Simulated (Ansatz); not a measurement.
# Al2O3 (Corundum) under changes of volume

One of the cells (8.502 Å³/atom); the others are scaled copies at fixed shape and fractional positions:

```
Al O
1.0
     2.38025    1.37424    4.33187
    -2.38025    1.37424    4.33187
     0.00000   -2.74848    4.33187
Al O
4 6
Direct
  0.85216 0.85216 0.85216
  0.64784 0.64784 0.64784
  0.14784 0.14784 0.14784
  0.35216 0.35216 0.35216
  0.05668 0.75000 0.44332
  0.75000 0.44332 0.05668
  0.44332 0.05668 0.75000
  0.94332 0.25000 0.55668
  0.25000 0.55668 0.94332
  0.55668 0.94332 0.25000
```

* Program: Ansatz 0.2.0
* Functional: revPBE
* Potentials or basis: Ansatz PAW
* Cutoff: 420 eV (not typed: the program's choice for these potentials)
* k mesh: 7 × 7 × 7
* Occupations: fermi-dirac, width 0.05 eV
* Spin: no spin polarisation

```tsv
volume (Å³/atom)	energy over the lowest point (meV/atom)	pressure (GPa)	gap on the mesh (eV)	largest force (eV/Å)
7.992	77.48	29.9	7.08	0.081
8.162	49.47	23.1	6.81	0.066
8.332	28.29	16.9	6.54	0.052
8.502	13.40	11.3	6.29	0.039
8.672	4.14	6.2	6.04	0.027
8.842	0.00	1.6	5.80	0.040
9.012	?	?	?	?
```

Question: What does the run at 9.012 Å³/atom give?

Answer: Energy over the lowest point 0.55 meV/atom; pressure -2.6 GPa; gap on the mesh 5.57 eV; largest force 0.056 eV/Å.

Worked out: A Birch-Murnaghan fit of order 3 (a polynomial in V^(-2/3)) to the other rows has its minimum at 8.91 Å³/atom, just outside them, with B0 = V·E''(V) = 221 GPa and B' = 4.1 at fixed shape and positions, which overstates the stiffness. It gives 0.52 meV/atom at 9.012 Å³/atom, against the run's 0.55, and -dE/dV = -2.5 GPa, against -2.6. A straight line through the other rows of the gap, of slope -12.7 eV per unit of ln V (its deformation potential), extrapolates to 5.55 eV, against the run's 5.57.

Energies are extrapolated to zero smearing.

Caveats: odd divisions of the mesh miss points on the zone boundary, where band edges often lie, so the gap on the mesh can be too wide; the PAW data sets come from PBE, with cores solved anew for the run's functional, which leaves a small shift of forces and pressure.

A mesh can miss the band edges.
